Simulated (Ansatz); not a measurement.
The system is Zn.

```
Zn
1.0
    -1.56904    1.56904    1.56904
     1.56904   -1.56904    1.56904
     1.56904    1.56904   -1.56904
Zn
1
Direct
  0.00000 0.00000 0.00000
```

This isn't the form of Zn at room conditions, which is hcp.

- Program: Ansatz 0.2.0
- Task: single point
- Functional: PBE
- Potentials or basis: Ansatz PAW
- Cutoff: 420 eV (not typed: the program's choice for these potentials)
- k mesh: 12 × 12 × 12
- Occupations: fermi-dirac, width 0.05 eV
- Spin: no spin polarisation

On this cell: pressure -0.3 GPa; band gap on the k mesh none (metal or under the smearing width).

The same run follows on a disturbed copy (cell strained at random at fixed volume):

```xyz
1
Lattice="-1.5271 1.5617 1.5269 1.4865 -1.6588 1.5833 1.5658 1.6975 -1.6240" Properties=species:S:1:pos:R:3 pbc="T T T"
Zn   -0.0200    0.0572    0.0050
```

Q: What does the disturbed cell give?

A: The energy (extrapolated to zero smearing) moves by -7.6 meV/atom; pressure -0.1 GPa; band gap on the k mesh none (metal or under the smearing width).

Stress tensor (GPa, compression positive):
```
-1.24  0.56  0.24
 0.56  0.54 -1.23
 0.24 -1.23  0.39
```

The energy falls, though the first cell shows no forces: that form is unstable against this distortion, unless noise or another electronic state is at work.
